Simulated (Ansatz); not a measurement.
A generator proposed this cell of BeS.

```
CELL_PARAMETERS angstrom
1.73366 -4.93494 0.00000
1.73366 4.93494 0.00000
0.00000 0.00000 3.58055
ATOMIC_POSITIONS crystal
Be 0.63176 0.36824 0.75000
Be 0.36824 0.63176 0.25000
S 0.86129 0.13871 0.75000
S 0.13871 0.86129 0.25000
```

These are results of Ansatz 0.2.0, DFT PBE, scalar-relativistic, plane waves, PAW, not measurements. Plane waves to 420 eV, a k mesh through Γ of 6×6×6 on the computed 4-atom cell and Gaussian smearing (0.10 eV); no spin polarisation.

Energies over the elements count from the elements' standard structures at the same level, with no fitted energy shifts.

Question: How far from equilibrium is it?

Answer: The pressure is -11.9 GPa (the mean over three directions, positive in compression), the largest force is 1.40 eV/Å, and the energy is −0.14 eV/atom against the elements. The shortest distance is 2.27 Å.

Question: Is it a good guess?

Answer: A rough one: relaxing gains about 0.41 eV/atom in 20 ionic steps and ends at −0.552 eV/atom on the finer mesh. The symmetry stays Cmcm (No. 63). The volume per atom grows by 16.4 %, from 15.3 to 17.8 Å³. The shortest distance goes from 2.27 Å (Be–S) to 2.10 Å (Be–S). Conventional cell: a = 3.173 Å, b = 14.172 Å, c = 3.173 Å. Be has 1 S at 2.10 Å and 4 S at 2.30 Å; S is surrounded by 1 Be at 2.10 Å and 4 Be at 2.30 Å.

The last run used a 10×10×8 mesh (in the run's order of axes) for its 4-atom cell and Gaussian smearing of 0.02 eV. No dispersion correction is applied, so the spacing and binding between layers, chains or molecules are poorly described. The reference form of S is held partly by dispersion forces, which this level lacks. The relaxation can't lower the symmetry of the start, and the grade says only how near the guess is to its own end. Symmetry constrained the relaxation, so the result can be a saddle point. Another cell of BeS relaxed alike, in F-43m (a cell as deposited in COD), lies 0.52 eV/atom lower, so this cell isn't the stable form at this level.
